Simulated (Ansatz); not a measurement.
HfO2:

```xyz
3
Lattice="0.0000 2.5575 2.5575 2.5575 0.0000 2.5575 2.5575 2.5575 0.0000" Properties=species:S:1:pos:R:3 pbc="T T T"
Hf    0.0000    0.0000    0.0000
O     3.8363    3.8363    3.8363
O     1.2788    1.2788    1.2788
```

Measurements of this composition are mostly on another form, of space group No. 14.

Base run:

```yaml
Program: Ansatz 0.2.0
Functional: PBEsol
Potentials_or_basis: Ansatz PAW
Cutoff: 420 eV
Density_cutoff: 1680 eV
k_mesh: 9 × 9 × 9
Occupations: fermi-dirac, width 0.05 eV
Spin: no spin polarisation
Hubbard_terms: Hf d U = 5 eV
```

Its results: band gap on the k mesh 4.60 eV, indirect (least direct gap 4.72 eV); pressure -2.7 GPa.

Question: The run is repeated on the same cell with these changes: hubbard terms from Hf d U = 5 eV to Hf d U = 3.5 eV. What comes out?

Answer: Band gap on the k mesh 4.30 eV, indirect (least direct gap 4.42 eV); pressure -5.1 GPa.

Caveats: the k mesh misses the band edges, so the gap on the mesh is wider than the one along the path; spin-orbit coupling is left out, which moves the levels of the heavy elements; the PAW data sets come from PBE, with cores solved anew for the run's functional, which leaves a small shift of forces and pressure.

Not every run made on this cell is shown here.
